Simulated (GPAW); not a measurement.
# Core-hole calculation of the As K edge in BAs (F-43m), part 2 of 4

Aim: the dependence of the As K near-edge features of BAs (F-43m) on volume.

GPAW 26.7.0; X-ray absorption from dipole matrix elements to empty bands, plane-wave PAW PBE.

So far. Step 2 (Ground state of the crystal): The mesh shows a gap of 1.23 eV, so the hole is first treated in a charged cell, without the excited electron.

## Step 4: Spectrum with FCH, As atom 1

The holes are 5.9 Å apart. In GPAW the data set carries the hole's charge, so charge=0 means a charged cell and charge=-1 a neutral one. The excited electron is left out and a uniform background balances the charge. After the field has converged, empty bands are computed with the density fixed and the dipole matrix elements are summed.

The absorber has 4 B at 2.07 Å (tetrahedral, site symmetry -43m).

xas.py

```python
import numpy as np
from ase import Atoms
from ase.parallel import parprint, paropen
from gpaw import GPAW, PW, FermiDirac, Mixer, MixerDif, setup_paths
from gpaw.test import gen
setup_paths.insert(0, '.')
gen('As', name='fch1s', xcname='PBE', corehole=(1, 0, 1), write_xml=True)
from gpaw.mpi import world
world.barrier()

atoms = Atoms('As6B6',
    cell=[[-2.3885, -2.3885, -4.777],
     [-2.3885, -2.3885, 4.777],
     [-2.3885, 4.777, 2.3885]],
    scaled_positions=[[0.875, 0.625, 0],
     [0.54166667, 0.625, 0.33333333],
     [0.375, 0.125, 0],
     [0.20833333, 0.625, 0.66666667],
     [0.04166667, 0.125, 0.33333333],
     [0.70833333, 0.125, 0.66666667],
     [0, 0, 0],
     [0.66666667, 0, 0.33333333],
     [0.5, 0.5, 0],
     [0.33333333, 0, 0.66666667],
     [0.16666667, 0.5, 0.33333333],
     [0.83333333, 0.5, 0.66666667]],
    pbc=True)
atoms.calc = calc = GPAW(legacy_gpaw=True, mode=PW(430, force_complex_dtype=True), xc='PBE', setups={0: 'fch1s'},
    kpts={'size': (4, 3, 4), 'gamma': True}, occupations=FermiDirac(0.02),
    charge=0, mixer=Mixer(0.1, 5, 50), maxiter=150,
    convergence={'density': 0.0001, 'eigenstates': 1e-6}, txt='scf.txt')
energy = atoms.get_potential_energy() + calc.get_reference_energy()
ef = calc.get_fermi_level()
out = dict(energy=energy, fermi=ef, forces=atoms.get_forces().tolist())
parprint(f'all-electron energy {energy:.4f} eV, Fermi level {ef:.4f} eV')
ev = np.array([[calc.get_eigenvalues(k, s) for k in range(len(calc.get_ibz_k_points()))] for s in range(calc.get_number_of_spins())])
out['homo'], out['lumo'], out['counts'] = ev[ev < ef].max(), ev[ev > ef].min(), sorted(set((ev < ef).sum((0, 2)).tolist()))
out['filled'] = (ev[:, 0] < ef).sum(1).tolist()

from ase.units import Ha
from gpaw.xas import dipole_matrix_elements
nb = int(calc.get_number_of_electrons() / 2) + 100
top, nb = nb, nb + 8 + nb // 12
nscf = calc.fixed_density(kpts={'size': (5, 5, 5), 'gamma': True}, nbands=nb,
    convergence={'bands': top, 'eigenstates': 5e-3}, maxiter=60, txt='nscf.txt')
cell = atoms.cell.array
ops = [cell.T @ U.T @ np.linalg.inv(cell.T) for U in nscf.wfs.kd.symmetry.op_scc]
filled = [24]  # bands filled in the ground state, by spin
E = np.arange(-6, 34, 0.1)
fwhm = np.interp(E, [4, 25], [2.14, 3.5])
Y, X, zero, highest = 0, 0, 1e9, 1e9
for spin in range(nscf.get_number_of_spins()):
    wfs = nscf.wfs
    mine = wfs.bd.get_slice()  # this rank's bands
    A = dipole_matrix_elements(wfs.setups[0])
    eps = np.zeros((wfs.kd.nibzkpts, nb))
    d = np.zeros((3, A.shape[1], wfs.kd.nibzkpts, nb), complex)
    for kpt in wfs.kpt_u:
        if kpt.s == spin and 0 in kpt.P_ani:
            eps[kpt.k, mine] = kpt.eps_n * Ha
            d[:, :, kpt.k, mine] = (kpt.weight * wfs.nspins / 2) ** 0.5 * np.inner(A, kpt.P_ani[0])
    world.sum(eps)
    world.sum(d)
    T = np.einsum('amkn,bmkn->abkn', d, d.conj()).real
    T = sum(np.einsum('ai,ijkn,bj->abkn', R, T, R) for R in ops) / len(ops)
    empty = np.ones_like(eps, bool) & (np.arange(nb) >= filled[spin])
    zero, highest = min(zero, eps[empty].min()), min(highest, eps[:, top - 1].min())
    lines = [(eps, T, empty)] if spin == 0 else lines + [(eps, T, empty)]
for eps, T, empty in lines:
    f = np.einsum('aakn->akn', T).reshape(3, -1)
    x = eps.ravel() - zero
    w = np.interp(x, E, fwhm) / 2.35482
    g = np.exp(-0.5 * ((E[:, None] - x) / w) ** 2) / (w * (2 * np.pi) ** 0.5)
    Y = Y + (f * empty.ravel()) @ g.T
    X = X + (f * ~empty.ravel()) @ g.T
out.update(E=E.round(2).tolist(), xas=Y.tolist(), xes=X.tolist(), zero=zero, valid=highest - zero, nk=len(eps), nb=nb)
for i in range(0, len(E), 10):
    parprint(f'{E[i]:7.2f}', *(f'{v:10.3e}' for v in Y[:, i]))
import json
with paropen('out.json', 'w') as f:
    json.dump(out, f)
```

Run with:

```console
$ OMP_NUM_THREADS=1 mpirun -n 4 gpaw python xas.py
```

Numbers of over 12 decimals in the logs are rounded to 6 here.

Output:

```text
Input parameters:
  convergence: {density: 0.0001,
                eigenstates: 1e-06}
  kpts: {gamma: True,
         size: (4, 3, 4)}
  maxiter: 150
  mixer: {backend: pulay,
          beta: 0.1,
          method: separate,
          nmaxold: 5,
          weight: 50}
  mode: {ecut: 430.0,
         force_complex_dtype: True,
         name: pw}
  occupations: {fixmagmom: False,
                name: fermi-dirac,
                width: 0.02}
  setups: {0: fch1s}
  xc: PBE

Initialize ...

[... PAW data sets ...]

Reference energy: -361123.174722  # eV

Spin-paired calculation

[... convergence settings ...]
Symmetries present (total): 2
  [... symmetry matrices ...]

48 k-points: 4 x 3 x 4 Monkhorst-Pack grid + [1/8,0.000000,1/8]
17 k-points in the irreducible part of the Brillouin zone
       k-points in crystal coordinates                weights
   0:     0.00000000    0.00000000    0.00000000          1/48
   1:     0.00000000    0.00000000    0.25000000          2/48
   2:     0.00000000    0.00000000    0.50000000          1/48
   3:     0.00000000    0.33333333    0.00000000          2/48
   4:     0.00000000    0.33333333    0.25000000          4/48
   5:     0.00000000    0.33333333    0.50000000          2/48
   6:     0.25000000   -0.33333333    0.00000000          4/48
   7:     0.25000000   -0.33333333    0.50000000          4/48
   8:     0.25000000    0.00000000    0.00000000          4/48
   9:     0.25000000    0.00000000    0.50000000          4/48
          ...
  16:     0.50000000    0.33333333    0.50000000          4/48

Wave functions: Plane wave expansion
  Cutoff energy: 430.000 eV
  Number of coefficients (min, max): 3269, 3336
  Pulay-stress correction: 0.000000 eV/Ang^3 (de/decut=0.000000)
  Using FFTW library
  Wavefunction extrapolation:
    Improved wavefunction reuse through dual PAW basis

Occupation numbers: Fermi-Dirac:
  width: 0.0200  # eV

Eigensolver
   Davidson(niter=2)

Densities:
  Coarse grid: 28*28*28 grid
  Fine grid: 56*56*56 grid
  Total Charge: 1.000000

Density mixing:
  Method: separate
  Backend: pulay
  Linear mixing parameter: 0.1
  old densities: 5
  Width of damping distribution: 1.1
  Damping of long wavelength oscillations: 50

[... Hamiltonian set-up ...]
Number of atoms: 12
Number of atomic orbitals: 48
Number of bands in calculation: 33
Number of valence electrons: 48
Bands to converge: occupied

... initialized

Initializing position-dependent things.

Density initialized from atomic densities
Creating initial wave functions:
  33 bands from LCAO basis set

             As

               B
                   As
                 B
         B  As       B
             As
              B
               B  As
          As

Atomic positions and initial magnetic moments

Positions:
   0 As    -3.582750   -3.582750   -1.194250    ( 0.0000,  0.0000,  0.0000)
   1 As    -3.582750   -1.194250    1.194250    ( 0.0000,  0.0000,  0.0000)
   2 As    -1.194250   -1.194250   -1.194250    ( 0.0000,  0.0000,  0.0000)
   3 As    -3.582750    1.194250    3.582750    ( 0.0000,  0.0000,  0.0000)
   4 As    -1.194250    1.194250    1.194250    ( 0.0000,  0.0000,  0.0000)
   5 As    -3.582750    1.194250   -1.194250    ( 0.0000,  0.0000,  0.0000)
   6 B      0.000000    0.000000    0.000000    ( 0.0000,  0.0000,  0.0000)
   7 B     -2.388500   -0.000000   -2.388500    ( 0.0000,  0.0000,  0.0000)
   8 B     -2.388500   -2.388500    0.000000    ( 0.0000,  0.0000,  0.0000)
   9 B     -2.388500    2.388500    0.000000    ( 0.0000,  0.0000,  0.0000)
  10 B     -2.388500   -0.000000    2.388500    ( 0.0000,  0.0000,  0.0000)
  11 B     -4.777000    0.000000    0.000000    ( 0.0000,  0.0000,  0.0000)

Unit cell:
           periodic     x           y           z      points  spacing
  1. axis:    yes   -2.388500   -2.388500   -4.777000    28     0.1730
  2. axis:    yes   -2.388500   -2.388500    4.777000    28     0.1970
  3. axis:    yes   -2.388500    4.777000    2.388500    28     0.1810

  Lengths:   5.850606   5.850606   5.850606
  Angles:   80.405932 120.000000 109.471221

Effective grid spacing dv^(1/3) = 0.1953

iter:   1   -89.690781
iter:   2   -88.077201   -1.64  -0.71
iter:   3   -85.776083   -0.71  -0.79
iter:   4   -85.654541   -2.50  -1.26
iter:   5   -85.685435   -2.39  -1.35
iter:   6   -85.753101   -1.97  -1.83
iter:   7   -85.649923   -2.58  -1.61
iter:   8   -85.649575   -4.03  -2.17
iter:   9   -85.647436c  -4.01  -2.23
iter:  10   -85.645635c  -3.80  -2.48
iter:  11   -85.645553c  -5.01  -3.06
iter:  12   -85.645501c  -6.21c -3.20
iter:  13   -85.645462c  -5.68  -3.35
iter:  14   -85.645460c  -6.87c -3.57
iter:  15   -85.645458c  -7.23c -3.62
iter:  16   -85.645457c  -7.40c -4.05c

Converged after 16 iterations.

Dipole moment: (6.666555, 6.666555, -10.576411) |e|*Ang

Energy contributions relative to reference atoms: (reference = -361123.174722)

Kinetic:        +89.804674
Potential:      -98.243388
External:        +0.000000
XC:             -77.104220
Entropy (-ST):   -0.000000
Local:           -0.102524
SIC:             +0.000000
--------------------------
Free energy:    -85.645457
Extrapolated:   -85.645457

Showing only first 2 kpts
 Kpt  Band  Eigenvalues  Occupancy
  0    22      7.91132    2.00000
  0    23      7.92294    2.00000
  0    24     10.01138    0.00000
  0    25     10.31695    0.00000

  1    22      6.74034    2.00000
  1    23      7.69776    2.00000
  1    24      9.58605    0.00000
[...]
Fermi level: 8.39151

Gap: 1.388 eV
Transition (v -> c):
  (s=0, k=0, n=23, [0.00, 0.00, 0.00]) -> (s=0, k=2, n=24, [0.00, 0.00, 0.50])
Direct/indirect transitions are different
Direct gap: 1.888 eV
Transition at: (s=0, k=1, n=23, [0.00, 0.00, 0.25])

Forces in eV/Ang:
  0 As   -0.07785   -0.07785    0.03460
  1 As   -0.28223   -0.25601    0.30315
  2 As    0.07108    0.07108   -0.46822
  3 As   -0.25601   -0.28223    0.30315
  4 As    0.25365    0.25388   -0.04080
  5 As    0.25388    0.25365   -0.04080
  6 B    -0.29203   -0.29203    0.36313
  7 B    -0.10448   -0.12860    0.07330
  8 B     0.29626    0.29626    0.09503
  9 B    -0.12860   -0.10448    0.07330
 10 B     0.05262    0.21396   -0.34800
 11 B     0.21396    0.05262   -0.34800
Scalar-relativistic atomic PBE calculation for As (Arsenic, Z=33)
Core hole in 1s state (1s occupation: 1.0)
600 radial gridpoints.
|------------------------------------------------|
|------------------------------------------------|
[... the atom generator's iteration count ...]

Energy contributions:
-------------------------
Kinetic:    +1851.248669
XC:           -73.531634
Potential:  -3600.166259
-------------------------
Total:      -1822.449223

state      eigenvalue         ekin         rmax
-----------------------------------------------
1s^1.0 :  -445.263957   560.000236        0.030
2s^2.0 :   -58.288052   111.893877        0.167
2p^6.0 :   -52.217924   110.227557        0.132
3s^2.0 :    -8.061247    26.339154        0.508
3p^6.0 :    -5.996830    24.149555        0.501
3d^10.0:    -2.360744    19.310469        0.452
4s^2.0 :    -0.971867     3.776914        1.511
4p^3.0 :    -0.567835     2.620394        1.753
-----------------------------------------------
(units: Bohr and Hartree)

Generating PAW setup
Kinetic energy of the core from tauc = 1855.494658136941
Cutoffs:
rc(s)=2.000
rc(p)=2.000
rc(d)=2.000
rc(vbar)=1.800
rc(comp)=2.000
rc(nct)=2.000

Kinetic energy of the core states: 1835.833659
Charge: 1.0
Core electrons: 27.0
Valence electrons: 5.0
Pseudo-core charge: 0.751850
Shape function alpha=2.500
Pseudo-electron charge 6.366203
state    eigenvalue         norm
--------------------------------
4s(2) :    -0.971867     1.258173
*s    :     0.028133
4p(3) :    -0.567835     1.032669
*p    :     0.432165
*d    :     0.000000
--------------------------------

Diagonalizing with gridspacing h=0.050

state   all-electron     PAW
-------------------------------
4s:      -0.971867    -0.972276
4p:      -0.567835    -0.568225
*d:                   -0.128592
*f:                   -0.019690
-------------------------------
all-electron energy -361208.8202 eV, Fermi level 8.3915 eV
[...]
31.00  7.776e-08  7.776e-08  7.782e-08
  32.00  7.690e-08  7.690e-08  7.695e-08
  33.00  7.478e-08  7.478e-08  7.458e-08
```

Run time: 76 s. Hardware: 4 MPI ranks of Arm Neoverse V2, shared host; peak memory 0.37 GiB; 5 min of CPU time.

The As K spectrum, As atom 1, full core hole (charged cell) (energy from the lowest empty level; intensity scaled to a mean of 1 over the first 20 eV):

| E (eV) | intensity |
| --- | --- |
| -2.0 | 0.00 |
| -1.5 | 0.01 |
| -1.0 | 0.04 |
| -0.5 | 0.11 |
| 0.0 | 0.24 |
| 0.5 | 0.44 |
| 1.0 | 0.70 |
| 1.5 | 0.97 |
| 2.0 | 1.23 |
| 2.5 | 1.46 |
| 3.0 | 1.63 |
| 3.5 | 1.70 |
| 4.0 | 1.66 |
| 4.5 | 1.54 |
| 5.0 | 1.38 |
| 5.5 | 1.25 |
| 6.0 | 1.17 |
| 6.5 | 1.12 |
| 7.0 | 1.08 |
| 7.5 | 1.02 |
| 8.0 | 0.94 |
| 8.5 | 0.85 |
| 9.0 | 0.77 |
| 9.5 | 0.72 |
| 10.0 | 0.69 |
| 10.5 | 0.70 |
| 11.0 | 0.72 |
| 11.5 | 0.77 |
| 12.0 | 0.86 |
| 12.5 | 1.00 |
| 13.0 | 1.17 |
| 13.5 | 1.35 |
| 14.0 | 1.49 |
| 14.5 | 1.53 |
| 15.0 | 1.46 |
| 15.5 | 1.28 |
| 16.0 | 1.05 |
| 16.5 | 0.82 |
| 17.0 | 0.64 |
| 17.5 | 0.53 |
| 18.0 | 0.46 |
| 18.5 | 0.43 |
| 19.0 | 0.42 |
| 19.5 | 0.42 |
| 20.0 | 0.44 |
| 20.5 | 0.46 |
| 21.0 | 0.49 |
| 21.5 | 0.52 |
| 22.0 | 0.55 |
| 22.5 | 0.57 |
| 23.0 | 0.59 |
| 23.5 | 0.60 |
| 24.0 | 0.60 |
| 24.5 | 0.60 |
| 25.0 | 0.60 |
| 25.5 | 0.60 |
| 26.0 | 0.60 |
| 26.5 | 0.60 |
| 27.0 | 0.60 |
| 27.5 | 0.59 |
| 28.0 | 0.59 |

Main maxima below 27 eV (height): 3.6 eV (1.70) and 14.4 eV (1.53). A K edge sees empty p states on the absorber.

The energy difference (zero at 11903 eV) isn't read as a photon energy: for so heavy an absorber the terms left out (the hole's spin, the functional's error) amount to tens of eV or more.

## Step 5: Reference energy of the supercell

The cell changes for the next run, so it gets a reference energy of its own.

The cell differs from the one that the last finished run ended in (a 5.851 → 5.731 Å, b 5.851 → 5.731 Å, c 5.851 → 5.731 Å).

scf.py

```python
import numpy as np
from ase import Atoms
from ase.parallel import parprint, paropen
from gpaw import GPAW, PW, FermiDirac, Mixer, MixerDif, setup_paths
from gpaw.test import gen
setup_paths.insert(0, '.')
gen('As', name='nch1s', xcname='PBE', corehole=(1, 0, 0), write_xml=True)
from gpaw.mpi import world
world.barrier()

atoms = Atoms('As6B6',
    cell=[[-2.33974142, -2.33974142, -4.67948284],
     [-2.33974142, -2.33974142, 4.67948284],
     [-2.33974142, 4.67948284, 2.33974142]],
    scaled_positions=[[0.875, 0.625, 0],
     [0.54166667, 0.625, 0.33333333],
     [0.375, 0.125, 0],
     [0.20833333, 0.625, 0.66666667],
     [0.04166667, 0.125, 0.33333333],
     [0.70833333, 0.125, 0.66666667],
     [0, 0, 0],
     [0.66666667, 0, 0.33333333],
     [0.5, 0.5, 0],
     [0.33333333, 0, 0.66666667],
     [0.16666667, 0.5, 0.33333333],
     [0.83333333, 0.5, 0.66666667]],
    pbc=True)
atoms.calc = calc = GPAW(legacy_gpaw=True, mode=PW(430, force_complex_dtype=True), xc='PBE', setups={0: 'nch1s'},
    kpts={'size': (4, 3, 4), 'gamma': True}, occupations=FermiDirac(0.02),
    charge=0, mixer=Mixer(0.1, 5, 50), maxiter=150,
    convergence={'density': 0.0001, 'eigenstates': 1e-6}, txt='scf.txt')
energy = atoms.get_potential_energy() + calc.get_reference_energy()
ef = calc.get_fermi_level()
out = dict(energy=energy, fermi=ef, forces=atoms.get_forces().tolist())
parprint(f'all-electron energy {energy:.4f} eV, Fermi level {ef:.4f} eV')
ev = np.array([[calc.get_eigenvalues(k, s) for k in range(len(calc.get_ibz_k_points()))] for s in range(calc.get_number_of_spins())])
out['homo'], out['lumo'], out['counts'] = ev[ev < ef].max(), ev[ev > ef].min(), sorted(set((ev < ef).sum((0, 2)).tolist()))
out['filled'] = (ev[:, 0] < ef).sum(1).tolist()
import json
with paropen('out.json', 'w') as f:
    json.dump(out, f)
```

Run with:

```console
$ OMP_NUM_THREADS=1 mpirun -n 4 gpaw python scf.py
```

Output:

```text
Input parameters:
  convergence: {density: 0.0001,
                eigenstates: 1e-06}
  kpts: {gamma: True,
         size: (4, 3, 4)}
  maxiter: 150
  mixer: {backend: pulay,
          beta: 0.1,
          method: separate,
          nmaxold: 5,
          weight: 50}
  mode: {ecut: 430.0,
         force_complex_dtype: True,
         name: pw}
  occupations: {fixmagmom: False,
                name: fermi-dirac,
[...]
4s(2) :    -0.532368     1.194216
*s    :     0.467632
4p(3) :    -0.190938     1.022597
*p    :     0.809062
*d    :     0.000000
--------------------------------

Diagonalizing with gridspacing h=0.050

state   all-electron     PAW
-------------------------------
4s:      -0.532368    -0.532674
4p:      -0.190938    -0.191179
*d:                    0.035724
*f:                    0.070513
-------------------------------
all-electron energy -373102.5891 eV, Fermi level 9.3570 eV
[key lines of the parts left out:]
Converged after 13 iterations.
Dipole moment: (6.955205, 6.955205, -10.504544) |e|*Ang
Free energy:    -67.809259
Fermi level: 9.35697
```

Elapsed: 14 s, on 4 MPI ranks; peak memory 0.23 GiB; 54 s of CPU time.

Reference energy: -373102.589 eV with the cores included.

## Step 6: Spectrum with FCH, As atom 1

Shorter bonds are expected to push antibonding states and scattering resonances up, and longer ones down; the cell is scaled to test that.

Changed against the first core-hole run: volume scale from 1 to 0.94.

Changes to xas.py since step 4:

```diff
@@ -11,5 +11,5 @@
 atoms = Atoms('As6B6',
-    cell=[[-2.3885, -2.3885, -4.777],
-     [-2.3885, -2.3885, 4.777],
-     [-2.3885, 4.777, 2.3885]],
+    cell=[[-2.33974142, -2.33974142, -4.67948284],
+     [-2.33974142, -2.33974142, 4.67948284],
+     [-2.33974142, 4.67948284, 2.33974142]],
     scaled_positions=[[0.875, 0.625, 0],
@@ -41,3 +41,3 @@
 from gpaw.xas import dipole_matrix_elements
-nb = int(calc.get_number_of_electrons() / 2) + 100
+nb = int(calc.get_number_of_electrons() / 2) + 94
 top, nb = nb, nb + 8 + nb // 12
```

Run with:

```console
$ OMP_NUM_THREADS=1 mpirun -n 4 gpaw python xas.py
```

Output:

```text
Input parameters:
  convergence: {density: 0.0001,
                eigenstates: 1e-06}
  kpts: {gamma: True,
         size: (4, 3, 4)}
  maxiter: 150
  mixer: {backend: pulay,
          beta: 0.1,
          method: separate,
          nmaxold: 5,
          weight: 50}
  mode: {ecut: 430.0,
         force_complex_dtype: True,
         name: pw}
  occupations: {fixmagmom: False,
                name: fermi-dirac,
[...]
*p    :     0.432165
*d    :     0.000000
--------------------------------

Diagonalizing with gridspacing h=0.050

state   all-electron     PAW
-------------------------------
4s:      -0.971867    -0.972276
4p:      -0.567835    -0.568225
*d:                   -0.128592
*f:                   -0.019690
-------------------------------
all-electron energy -361209.0740 eV, Fermi level 9.2290 eV
[...]
32.00  7.641e-08  7.641e-08  7.675e-08
  33.00  7.385e-08  7.385e-08  7.460e-08
[key lines of the parts left out:]
Converged after 17 iterations.
Dipole moment: (6.632399, 6.632399, -10.863304) |e|*Ang
Free energy:    -85.899277
Fermi level: 9.22901
```

Run time: 68 s. Hardware: 4 MPI ranks; peak memory 0.36 GiB.

| E (eV) | first run | this run |
| --- | --- | --- |
| -2.0 | 0.00 | 0.00 |
| -1.0 | 0.04 | 0.03 |
| 0.0 | 0.24 | 0.19 |
| 1.0 | 0.70 | 0.58 |
| 2.0 | 1.23 | 1.06 |
| 3.0 | 1.63 | 1.46 |
| 4.0 | 1.66 | 1.59 |
| 5.0 | 1.38 | 1.38 |
| 6.0 | 1.17 | 1.15 |
| 7.0 | 1.08 | 1.06 |
| 8.0 | 0.94 | 0.99 |
| 9.0 | 0.77 | 0.85 |
| 10.0 | 0.69 | 0.74 |
| 11.0 | 0.72 | 0.70 |
| 12.0 | 0.86 | 0.72 |
| 13.0 | 1.17 | 0.88 |
| 14.0 | 1.49 | 1.20 |
| 15.0 | 1.46 | 1.52 |
| 16.0 | 1.05 | 1.48 |
| 17.0 | 0.64 | 1.06 |
| 18.0 | 0.46 | 0.65 |
| 19.0 | 0.42 | 0.47 |
| 20.0 | 0.44 | 0.43 |
| 21.0 | 0.49 | 0.46 |
| 22.0 | 0.55 | 0.51 |
| 23.0 | 0.59 | 0.55 |
| 24.0 | 0.60 | 0.59 |
| 25.0 | 0.60 | 0.60 |
| 26.0 | 0.60 | 0.60 |
| 27.0 | 0.60 | 0.60 |
| 28.0 | 0.59 | 0.59 |

Against the first run the r.m.s. difference is 17 %. A shift of +0.6 eV leaves 10 %. The highest intensity below 24 eV goes from 3.6 eV (1.70) to 3.8 eV (1.60).

The photon energy of the zero moves by -0.00 eV.

(Part 2 of 4 ends here.)

[Banner, clock and machine lines of the logs are left out without a mark of their own.]

[Logs are printed without paths, hosts, clocks, repeated set-up lines and the standing remarks that a program may print on its own settings, such as how far it seeks lower states.]

[Hosts, paths, dates, database ids (printed as entryN), source tags and the programs' standing remarks are cut or masked in the printed files.]

[Lists of maxima count a maximum above −3 eV only where it reaches 4 % of the highest in the window and stands out from its surroundings by 2 % of it (1.5 % where it reaches 55 %); shoulders and weaker maxima are passed over, and of the rest the first, up to two pre-edge ones and the few strongest are named.]
